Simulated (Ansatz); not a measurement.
Relaxed NaBr (rock salt):

```yaml
crystal:
  lattice:
    - [0.00000, 6.03598, 6.03598]
    - [3.01799, 3.01799, 6.03598]
    - [3.01799, 3.01799, 0.00000]
  atoms:
    - { symbol: Br, position: [0.00000, 0.00000, 0.00000] }
    - { symbol: Br, position: [0.50000, 0.00000, 0.00000] }
    - { symbol: Na, position: [0.00000, 0.50000, 0.50000] }
    - { symbol: Na, position: [0.50000, 0.50000, 0.50000] }
```

A phonon eigenvector at X = (0.5, 0.5, 0.0) is frozen into this cell: atom i moves by Q times the vector below, so Q is the largest atomic displacement, in Å. The cell is held. (q is in reciprocal vectors of the primitive cell; the cell shown is doubled to hold the pattern.)

```csv
atom,x,y,z
Br1,0.000,0.000,-0.231
Br2,0.000,0.000,0.231
Na3,0.000,0.000,1.000
Na4,0.000,0.000,-1.000
```

Calculation: PBE (plane waves to 420 eV, PAW, scalar-relativistic; Ansatz, a quantum-chemistry and plane-wave program). k mesh 10×10×10 (Γ-centred), Fermi-Dirac smearing 0.05 eV. NaBr was relaxed with its symmetry unable to fall.

At one point of the scan the forces (eV/Å) are:

```
atom     Fx     Fy      Fz
----  -----  -----  ------
Br1   0.000  0.000  -0.274
Br2   0.000  0.000   0.274
Na3   0.000  0.000   0.332
Na4   0.000  0.000  -0.332
```

**Question.** Which point is it?
A) Q = -0.030 Å
B) Q = -0.120 Å
C) Q = -0.090 Å
D) Q = -0.180 Å

**Answer.** D, Q = -0.180 Å

(A displaced cell: forces are minus the slopes of the energy, force constants its curvatures, and phonons follow from these.)
